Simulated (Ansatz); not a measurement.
## Sb: how the free axis answers a strain

Sb, Pm-3m, a = 3.062 Å. This isn't the element's structure at ambient conditions. Ansatz: PBEsol, PAW, 420 eV, Γ-centred 18×18×18 mesh on 1 atom, Gaussian smearing 0.10 eV; no spin polarisation. Series: uniaxial strain along c, with a, b and atoms relaxed; x is the strain in per cent. y is the change of a in per cent of 3.062 Å.

| x (%) | y (%) |
| --- | --- |
| -3.0 | 0.27 |
| -2.0 | 0.17 |
| -1.0 | 0.10 |
| 0.0 | 0.00 |
| 1.0 | ? |
| 2.0 | -0.28 |
| 3.0 | -0.41 |

Q: Fit y = c1 x + c2 x² to the other rows, say what c1 measures, and predict the missing y.

A: Least squares on the rows shown. y = −0.1129 x − 0.008784 x². So −c1 = 0.113 is Poisson's ratio for this pair of axes. At x = 1.0 the fit asked for gives -0.12 %. The run gave -0.14 %, so the fit is 0.02 % too high, within twice the rms miss on the fitted rows (0.01 %).